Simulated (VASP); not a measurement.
# C (Fd-3m) in VASP: notebook, part 2 of 3

VASP 6.6.1. The steps go on from the part before.

## (3) Relaxation of cell and atoms, LDA

The input, INCAR:

```
  PREC = Accurate
  ENCUT = 600
  EDIFF = 1E-6
  ISMEAR = -1
  SIGMA = 0.05
  LREAL = False
  LASPH = True
  NELM = 80
  ALGO = Normal
  ISIF = 3
  LWAVE = False
  LCHARG = False
  IBRION = 2
  NSW = 60
  EDIFFG = -0.01
```

The input, KPOINTS:

```
regular mesh
0
Gamma
  13 13 13
```

The input, POSCAR:

```
C
1.0
    0.0000000000      1.7833700000      1.7833700000
    1.7833700000      0.0000000000      1.7833700000
    1.7833700000      1.7833700000      0.0000000000
C
2
Direct
    0.7500000000      0.7500000000      0.7500000000
    0.5000000000      0.5000000000      0.5000000000
```

Potentials or basis: VASP PAW LDA potentials, release 64 (C).

Launch:

```console
cat potpaw_LDA.64/C/POTCAR > POTCAR
mpirun -np 1 vasp_std > vasp.out
```

OUTCAR:

```text
PREC = Accurate
   ENCUT = 600
   EDIFF = 1E-6
   ISMEAR = -1
   LREAL = False
   LASPH = True
   NELM = 80
   ISIF = 3
   IBRION = 2
   NSW = 60
   EDIFFG = -0.01

 ion  position               nearest neighbor table
   1  0.750  0.750  0.750-   2 1.54   2 1.54   2 1.54   2 1.54
   2  0.500  0.500  0.500-   1 1.54   1 1.54   1 1.54   1 1.54

  LATTYP: Found a face centered cubic cell.
 ALAT       =     3.5667400000

  Lattice vectors:

 A1 = (   0.0000000000,   1.7833700000,   1.7833700000)
 A2 = (   1.7833700000,   0.0000000000,   1.7833700000)
 A3 = (   1.7833700000,   1.7833700000,   0.0000000000)

Analysis of symmetry for initial positions (statically):
=====================================================================
 Subroutine PRICEL returns:
 Original cell was already a primitive cell.

 Routine SETGRP: Setting up the symmetry group for a
 face centered cubic supercell.

 Subroutine GETGRP returns: Found 48 space group operations
 (whereof 24 operations were pure point group operations)
 out of a pool of 48 trial point group operations.

The static configuration has the point symmetry T_d .
 The point group associated with its full space group is O_h .

Analysis of symmetry for dynamics (positions and initial velocities):
=====================================================================
 Subroutine PRICEL returns:
 Original cell was already a primitive cell.

 Routine SETGRP: Setting up the symmetry group for a
 face centered cubic supercell.

 Subroutine GETGRP returns: Found 48 space group operations
 (whereof 24 operations were pure point group operations)
 out of a pool of 48 trial point group operations.

The dynamic configuration has the point symmetry T_d .
 The point group associated with its full space group is O_h .

 Subroutine INISYM returns: Found 48 space group operations
 (whereof 24 operations are pure point group operations),
 and found     1 'primitive' translations

----------------------------------------------------------------------------------------

                                     Primitive cell

  volume of cell :      11.3437

  direct lattice vectors                    reciprocal lattice vectors
     0.000000000  1.783370000  1.783370000    -0.280368067  0.280368067  0.280368067
     1.783370000  0.000000000  1.783370000     0.280368067 -0.280368067  0.280368067
     1.783370000  1.783370000  0.000000000     0.280368067  0.280368067 -0.280368067

  length of vectors
     2.522066041  2.522066041  2.522066041     0.485611737  0.485611737  0.485611737

  position of ions in fractional coordinates (direct lattice)
     0.750000000  0.750000000  0.750000000
     0.500000000  0.500000000  0.500000000

  ion indices of the primitive-cell ions
   primitive index   ion index
                 1           1
                 2           2

----------------------------------------------------------------------------------------

 KPOINTS: regular mesh

Automatic generation of k-mesh.
 Grid dimensions read from file:
 generate k-points for:   13   13   13

 Generating k-lattice:

  Cartesian coordinates                     Fractional coordinates (reciprocal lattice)
[... 75 lines left out ...]
   NGXF,Y,Z  is equivalent  to a cutoff of  26.37, 26.37, 26.37 a.u.
 SYSTEM =  unknown system
   PREC   = accura    normal or accurate (medium, high low for compatibility)
   ISTART =      0    job   : 0-new  1-cont  2-samecut
   ICHARG =      2    charge: 1-file 2-atom 10-const
   ISPIN  =      1    spin polarized calculation?
   LNONCOLLINEAR =      F non collinear calculations
   LSORBIT =      F    spin-orbit coupling
   LASPH  =      T    aspherical Exc in radial PAW
   ENCUT  =  600.0 eV  44.10 Ry    6.64 a.u.   5.04  5.04  5.04*2*pi/ulx,y,z
   NELM   =     80;   NELMIN=  2; NELMDL= -5     # of ELM steps
   EDIFF  = 0.1E-05   stopping-criterion for ELM
   LREAL  =      F    real-space projection
   EDIFFG = -.1E-01   stopping-criterion for IOM
   NSW    =     60    number of steps for IOM
   IBRION =      2    ionic relax: 0-MD 1-quasi-New 2-CG
   NFREE  =      1    steps in history (QN), initial steepest desc. (CG)
   ISIF   =      3    stress and relaxation
   ISYM   =      2    0-nonsym 1-usesym 2-fastsym
   POTIM  = 0.5000    time-step for ionic-motion
   TEBEG  =    0.0;   TEEND  =   0.0 temperature during run
   PSTRESS=    0.0 pullay stress
   NELECT =       8.0000    total number of electrons
   NUPDOWN=      -1.0000    fix difference up-down
   EMIN   =  10.00;   EMAX   =-10.00  energy-range for DOS
   EFERMI =   0.00;   METHOD = LEGACY
   ISMEAR =    -1;   SIGMA  =   0.05  broadening in eV -4-tet -1-fermi 0-gaus
   EFERMI_NEDOS =   21; number of points for ismear=-14 and -15
   IALGO  =     38    algorithm
   IMIX   =      4    mixing-type and parameters
     AMIX     =   0.40;   BMIX     =  1.00
     AMIX_MAG =   1.60;   BMIX_MAG =  1.00
  volume/ion in A,a.u.               =       5.67        38.28
  Fermi-wavevector in a.u.,A,eV,Ry     =   1.457203  2.753714 28.891161  2.123440
  Thomas-Fermi vector in A             =   2.574032
   LORBIT       =      0    0 simple, 1 ext, 2 COOP (PROOUT), +10 PAW based schemes
   GGA     = CA    functional components
   LHFCALC =     F    Hartree Fock is set to
   AEXX    =    0.0000 exact exchange contribution
   IVDW    =     0    specifies the selected vdW correction
   LEPSILON=     F    determine dielectric tensor
   LRPA    =     F    only Hartree local field effects (RPA)
 conjugate gradient relaxation of ions
 non-spin polarized calculation
  energy-cutoff  :      600.00
  volume of cell :       11.34
 maximum number of plane-waves:       388
   NGX =  9   NGY =  9   NGZ =  9

--------------------------------------- Ionic step        1  -------------------------------------------

 number of electron       7.9999999 magnetization

 Free energy of the ion-electron system (eV)
  ---------------------------------------------------
  ext. energy  EPLUGINS =         0.00000000
  ---------------------------------------------------
  free energy    TOTEN  =       -20.24153457 eV

  energy without entropy =      -20.24153457  energy(sigma->0) =      -20.24153457

------------------------ aborting loop because EDIFF is reached ----------------------------------------

  FORCE on cell =-STRESS in cart. coord.  units (eV):
  Direction    XX          YY          ZZ          XY          YZ          ZX
  --------------------------------------------------------------------------------------
  -------------------------------------------------------------------------------------
  Total       -0.8757548     -0.8757548     -0.8757548      0.0000000      0.0000000      0.0000000
  in kB     -123.6911797   -123.6911797   -123.6911797      0.0000000      0.0000000      0.0000000
  external PRESSURE =    -123.6911797 kB  Pullay stress =       0.0000000 kB
[... 59 lines left out ...]
--------------------------------------- Ionic step        3  -------------------------------------------

 number of electron       7.9999998 magnetization

 Free energy of the ion-electron system (eV)
  ---------------------------------------------------
  ext. energy  EPLUGINS =         0.00000000
  ---------------------------------------------------
  free energy    TOTEN  =       -20.25387536 eV

  energy without entropy =      -20.25387536  energy(sigma->0) =      -20.25387536

 E-fermi :  11.0028     XC(G=0): -13.6342

 val. band max:       10.1315948585   @ k =   0.0000   0.0000   0.0000
 cond. band min:      14.3063148518   @ k =   0.3846   0.3846   0.0000
 fundamental gap:      4.1747199933
 Fermi energy:        11.0028276285

 k-point     1 :       0.0000    0.0000    0.0000
  band No.  band energies     occupation
      1     -11.5591      2.00000
      2      10.1316      2.00000
      3      10.1316      2.00000
      4      10.1316      2.00000
      5      15.7526      0.00000
      6      15.7526      0.00000
      7      15.7526      0.00000
      8      24.3260      0.00000
[... 419 lines left out ...]
 k-point    40 :       0.4615    0.3077    0.0000
  band No.  band energies     occupation
      1      -5.7581      2.00000
      2       0.7541      2.00000
      3       2.9772      2.00000
      4       4.5103      2.00000
      5      15.4105      0.00000
      6      18.6063      0.00000
      7      24.6773      0.00000
      8      25.0045      0.00000

 [... further k-points ...]

------------------------ aborting loop because EDIFF is reached ----------------------------------------

  FORCE on cell =-STRESS in cart. coord.  units (eV):
  Direction    XX          YY          ZZ          XY          YZ          ZX
  --------------------------------------------------------------------------------------
  -------------------------------------------------------------------------------------
  Total       -0.0075173     -0.0075173     -0.0075173      0.0000000      0.0000000      0.0000000
  in kB       -1.0915889     -1.0915889     -1.0915889      0.0000000      0.0000000      0.0000000
  external PRESSURE =      -1.0915889 kB  Pullay stress =       0.0000000 kB
[... 17 lines left out ...]
  FREE ENERGIE OF THE ION-ELECTRON SYSTEM (eV)
  ---------------------------------------------------
  free  energy   TOTEN  =       -20.2538753575 eV

  energy  without entropy=      -20.2538753574  energy(sigma->0) =      -20.25387536

 reached required accuracy - stopping structural energy minimisation
```

Run time: 18 s. Hardware: 1 thread of Intel Xeon Platinum 8375C at 2.90GHz (Ice Lake), shared host; peak memory 0.11 GiB.

What came out:

* Free energy: -20.2539 eV
* Relaxed volume: 5.52 Å³/atom
* Relaxed cell: a = 2.499 Å, b = 2.499 Å, c = 2.499 Å, α = 60.00°, β = 60.00°, γ = 60.00°
* Space group after relaxing (to 0.05 Å): Fd-3m (No. 227)
* Energy gained by relaxing: 6.2 meV/atom
* Ionic steps: 3
* Pressure after relaxing: -0.1 GPa
* Band gap on the k mesh: 4.17 eV, indirect (least direct gap 5.62 eV)

Step by step:
```tsv
step	energy change (eV)	largest force (eV/Å)	pressure (GPa)	volume (Å³)
1	0.0000	0.0000	-12.37	11.34
2	0.0090	0.0000	17.94	10.64
3	-0.0123	0.0000	-0.11	11.03
```

Final structure:
```
C
1.0
     0.00000    1.76696    1.76696
     1.76696    0.00000    1.76696
     1.76696    1.76696    0.00000
C
2
Direct
  0.75000 0.75000 0.75000
  0.50000 0.50000 0.50000
```

Levels at points of the mesh, in eV from the valence-band top:
```tsv
k point	band 2	band 3	band 4	band 5	band 6	band 7
(0.00, 0.00, 0.00)	0.00	0.00	0.00	5.62	5.62	5.62
```

Caveat: an odd mesh through Γ misses points on the zone boundary, where band edges often lie.

## (4) Relaxation of cell and atoms, PBEsol

The input, INCAR:

```
  PREC = Accurate
  ENCUT = 600
  EDIFF = 1E-7
  ISMEAR = -1
  SIGMA = 0.05
  LREAL = False
  LASPH = True
  NELM = 80
  ALGO = Normal
  ISIF = 3
  LWAVE = False
  LCHARG = False
  GGA = PS
  IBRION = 2
  NSW = 60
  EDIFFG = -0.02
```

KPOINTS is that of step 3.

POSCAR is that of step 3.

Potentials or basis: VASP PAW PBE potentials, release 64 (C).

Launch:

```console
cat potpaw_PBE.64/C/POTCAR > POTCAR
mpirun -np 1 vasp_std > vasp.out
```

OUTCAR:

```text
PREC = Accurate
   ENCUT = 600
   EDIFF = 1E-7
   ISMEAR = -1
   LREAL = False
   LASPH = True
   NELM = 80
   ISIF = 3
   GGA = PS
   IBRION = 2
   NSW = 60
   EDIFFG = -0.02

 ion  position               nearest neighbor table
   1  0.750  0.750  0.750-   2 1.54   2 1.54   2 1.54   2 1.54
   2  0.500  0.500  0.500-   1 1.54   1 1.54   1 1.54   1 1.54

  LATTYP: Found a face centered cubic cell.
 ALAT       =     3.5667400000

  Lattice vectors:

 A1 = (   0.0000000000,   1.7833700000,   1.7833700000)
 A2 = (   1.7833700000,   0.0000000000,   1.7833700000)
 A3 = (   1.7833700000,   1.7833700000,   0.0000000000)

Analysis of symmetry for initial positions (statically):
=====================================================================
 Subroutine PRICEL returns:
 Original cell was already a primitive cell.

 Routine SETGRP: Setting up the symmetry group for a
[... 287 lines left out ...]
 k-point     1 :       0.0000    0.0000    0.0000
  band No.  band energies     occupation
      1     -11.8030      2.00000
      2       9.8527      2.00000
      3       9.8527      2.00000
      4       9.8527      2.00000
      5      15.4195      0.00000
      6      15.4195      0.00000
      7      15.4195      0.00000
      8      23.4486      0.00000
[... 419 lines left out ...]
 k-point    40 :       0.4615    0.3077    0.0000
  band No.  band energies     occupation
      1      -6.0547      2.00000
      2       0.4179      2.00000
      3       2.7484      2.00000
      4       4.2836      2.00000
      5      14.9947      0.00000
      6      18.1787      0.00000
      7      24.2909      0.00000
      8      24.5497      0.00000

 [... further k-points ...]

------------------------ aborting loop because EDIFF is reached ----------------------------------------

  FORCE on cell =-STRESS in cart. coord.  units (eV):
  Direction    XX          YY          ZZ          XY          YZ          ZX
  --------------------------------------------------------------------------------------
  -------------------------------------------------------------------------------------
  Total       -0.0004881     -0.0004881     -0.0004881     -0.0000000     -0.0000000      0.0000000
  in kB       -0.0696359     -0.0696359     -0.0696359     -0.0000000     -0.0000000      0.0000000
  external PRESSURE =      -0.0696359 kB  Pullay stress =       0.0000000 kB
[... 17 lines left out ...]
  FREE ENERGIE OF THE ION-ELECTRON SYSTEM (eV)
  ---------------------------------------------------
  free  energy   TOTEN  =       -19.2547945386 eV

  energy  without entropy=      -19.2547945386  energy(sigma->0) =      -19.25479454

 reached required accuracy - stopping structural energy minimisation
```

It took 20 s on 1 thread of Intel Xeon Platinum 8375C at 2.90GHz (Ice Lake), shared host; peak memory 0.12 GiB.

What came out:

- Free energy: -19.2548 eV
- Relaxed volume: 5.62 Å³/atom
- Relaxed cell: a = 2.514 Å, b = 2.514 Å, c = 2.514 Å, α = 60.00°, β = 60.00°, γ = 60.00°
- Space group after relaxing (to 0.05 Å): Fd-3m (No. 227)
- Energy gained by relaxing: 0.8 meV/atom
- Ionic steps: 3
- Pressure after relaxing: 0.0 GPa
- Band gap on the k mesh: 4.03 eV, indirect (least direct gap 5.57 eV)

The path:
| step | energy change (eV) | largest force (eV/Å) | pressure (GPa) | volume (Å³) |
| --- | --- | --- | --- | --- |
| 1 | 0.0000 | 0.0000 | -4.40 | 11.34 |
| 2 | 0.0010 | 0.0000 | 5.82 | 11.09 |
| 3 | -0.0016 | 0.0000 | -0.01 | 11.23 |

Final structure:
```
CELL_PARAMETERS angstrom
0.00000 1.77745 1.77745
1.77745 0.00000 1.77745
1.77745 1.77745 0.00000
ATOMIC_POSITIONS crystal
C 0.75000 0.75000 0.75000
C 0.50000 0.50000 0.50000
```

Caveat: the PAW data sets were made with another functional, which shifts forces and pressure a little; an odd mesh through Γ misses points on the zone boundary, where band edges often lie.

(Part 2 of 3 ends here.)
